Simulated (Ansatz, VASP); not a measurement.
# Y: VASP beside Ansatz

INCAR

```
SYSTEM = Y
PREC     = Accurate       ! precision mode
ENCUT    = 520            ! plane-wave cutoff, eV
EDIFF    = 1E-7           ! SCF threshold, eV
ISMEAR   = -1             ! smearing method
SIGMA    = 0.08           ! smearing width, eV
LREAL    = .FALSE.        ! projectors in reciprocal space
LASPH    = .TRUE.         ! aspherical terms in the spheres
NELM     = 80             ! most SCF steps
ALGO     = Normal         ! electronic algorithm
ISIF     = 2              ! what is computed and relaxed
LWAVE    = .FALSE.        ! write WAVECAR
LCHARG   = .FALSE.        ! write CHGCAR
GGA      = CA             ! functional
NBANDS   = 12             ! bands
```

The input KPOINTS:

```
regular mesh
0
G
  13 13 13
  0 0 0
```

The input POSCAR:

```
Y
1.0
    0.0000000000      1.9464446944      1.9464446944
    1.9464446944      0.0000000000      1.9464446944
    1.9464446944      1.9464446944      0.0000000000
Y
1
Direct
    0.0000000000      0.0000000000      0.0000000000
```

Input for Ansatz:

```yaml
crystal:
  lattice:
    - [0.0, 1.9464446944, 1.9464446944]
    - [1.9464446944, 0.0, 1.9464446944]
    - [1.9464446944, 1.9464446944, 0.0]
  atoms:
    - { symbol: "Y", position: [0.0, 0.0, 0.0] }
kpoints:
  mp_grid: { grid: [13, 13, 13] }
scf:
  occupations: { method: fermi_dirac, width: 0.08 }
hamiltonian:
  xc: lda
  pseudopotentials: { kind: paw }
output:
  forces: true
  stress: true
  eigenvalues: true
  populations: true
  write_density: true
  write_potential: true
  elf: true
  volumetric_format: npy
```

Change from the starting cell: volume scaled by 0.5, PAW files.

Alike in both runs: task single point; functional LDA; k mesh 13 × 13 × 13; occupations fermi-dirac, width 0.08 eV; no spin polarisation.

|  | VASP | Ansatz |
| --- | --- | --- |
| version | VASP 6.6.1 | Ansatz 0.2.0 |
| potentials or method | VASP PAW LDA potentials, release 64 (Y_sv) | PAW with Ansatz's default frozen-core files, scalar-relativistic |
| plane-wave cutoff (eV) | 520 | 420 |
| valence electrons in the cell | 11 | 11 |

VASP gave:

| Item | Value |
| --- | --- |
| pressure (GPa) | 89.4 |

**Question.** What did Ansatz give for the same quantities?

**Answer.** Pressure (GPa): 89.1.

Caveats: the cell as given lies far from equilibrium; so large a pressure means that the cell lies far from this level's equilibrium, or that cutoff or potentials fall short (VASP).
